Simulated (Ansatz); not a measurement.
Hf: single point with PBE

Hf:

```
Hf
1.0
     3.19670    0.00000    0.00000
    -1.59835    2.76842    0.00000
     0.00000    0.00000    5.05780
Hf
2
Direct
  0.66667 0.33333 0.75000
  0.33333 0.66667 0.25000
```

- Program: Ansatz 0.2.0
- Task: single point
- Functional: PBE
- Potentials or basis: Ansatz PAW
- Cutoff: 420 eV (not typed: the program's choice for these potentials)
- k mesh: 10 × 10 × 5
- Occupations: gaussian, width 0.027 eV
- Spin: no spin polarisation

```
Pressure               : 0.6 GPa
Band gap on the k mesh : none (metal or under the smearing width)
```

Stress tensor (GPa, compression positive):
```
0.71 0.00 0.00
0.00 0.71 0.00
0.00 0.00 0.41
```

Levels at points of the mesh, in eV from the Fermi level:
```tsv
k point	band 23	band 24	band 25	band 26	band 27	band 28	band 29	band 30
(0.00, 0.00, 0.00)	-7.36	-3.69	0.65	1.19	1.19	1.47	2.01	2.01
(0.00, -0.50, 0.00)	-3.33	-2.73	-2.21	-0.79	0.80	0.88	1.69	5.90
```

Run time: 7 s on 2 threads of Intel(R) Xeon(R) Processor @ 2.50GHz (Skylake/Cascade Lake) (shared host), peak memory 0.38 GiB.

The run has no spin-orbit coupling, so splittings on Hf are missing.
